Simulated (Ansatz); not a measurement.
InP:

```
In P
1.0
     0.00000    2.93050    2.93050
     2.93050    0.00000    2.93050
     2.93050    2.93050    0.00000
In P
1 1
Direct
  0.00000 0.00000 0.00000
  0.75000 0.75000 0.75000
```

Base run:

- Program: Ansatz 0.2.0
- Functional: PBE
- Potentials or basis: all-electron LAPW, scalar-relativistic
- Cutoff: 245 eV (chosen from the basis error)
- Basis error allowed: 0.001 eV/atom
- k mesh: 8 × 8 × 8
- Occupations: gaussian, width 0.029 eV
- Spin: no spin polarisation

Its results: band gap on the k mesh 0.71 eV, direct; pressure 3.3 GPa.

**Question.** The run is repeated on the same cell with these changes: functional from PBE to PBEsol; occupations from gaussian, width 0.029 eV to fermi-dirac, width 0.05 eV. What comes out?

**Answer.** Band gap on the k mesh 0.61 eV, direct; pressure 0.6 GPa.

Caveats: spin-orbit coupling is left out, which moves the levels of the heavy elements.
